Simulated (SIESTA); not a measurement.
**ZnSiP2 under changes of volume**

One of the cells (18.876 Å³/atom); the others are scaled copies at fixed shape and fractional positions:

```
Zn P Si
1.0
    -2.68670    2.68670    5.23003
     2.68670   -2.68670    5.23003
     2.68670    2.68670   -5.23003
Zn P Si
2 4 2
Cartesian
  0.0000 2.6867 2.6150
  0.0000 0.0000 0.0000
  1.3434 -1.2504 3.9225
  1.3434 3.9371 -1.3075
  1.2504 1.3434 6.5375
  1.4363 1.3434 1.3075
  2.6867 0.0000 2.6150
  0.0000 0.0000 5.2300
```

The cell is a database's computed one.

- Program: SIESTA 5.4.2
- Functional: LDA
- Potentials or basis: PseudoDojo 0.4 standard (LDA files)
- Basis: DZP (energy shift 0.003 Ry; two zetas on semicore shells)
- Grid cutoff: 800 Ry
- Energy shift: 0.003 Ry
- k mesh: 5 × 5 × 5
- Occupations: fermi-dirac, width 0.05 eV
- Spin: no spin polarisation

```csv
volume (Å³/atom),energy over the lowest point (meV/atom),pressure (GPa),gap on the mesh (eV),largest force (eV/Å)
17.744,?,?,?,?
18.121,3.03,2.4,1.13,0.342
18.499,0.00,0.2,1.17,0.286
18.876,1.74,-1.7,1.21,0.234
19.254,7.74,-3.4,1.25,0.187
19.631,17.59,-4.9,1.28,0.143
20.009,30.88,-6.3,1.32,0.103
```

Question: What does the run at 17.744 Å³/atom give?

Answer: Energy over the lowest point 11.33 meV/atom; pressure 4.7 GPa; gap on the mesh 1.08 eV; largest force 0.402 eV/Å.

Worked out: A Birch-Murnaghan fit of order 3 (a polynomial in V^(-2/3)) to the other rows has its minimum at 18.54 Å³/atom with B0 = V·E''(V) = 98 GPa and B' = 4.3 at fixed shape and positions, which overstates the stiffness. It gives 11.36 meV/atom at 17.744 Å³/atom, against the run's 11.33, and -dE/dV = 4.7 GPa, against 4.7. A straight line through the other rows of the gap, of slope 1.9 eV per unit of ln V (its deformation potential), extrapolates to 1.09 eV, against the run's 1.08.

Energies are extrapolated to zero smearing.

Caveats: short orbitals over semicore shells can move pressures by several GPa; the valence orbitals were made in a potential fitted to the semicore shell under them, which widens gaps by tenths of an eV or more; an odd mesh through Γ misses points on the zone boundary, where band edges often lie; the basis of atomic orbitals isn't converged, which shifts pressures, moduli and gaps.
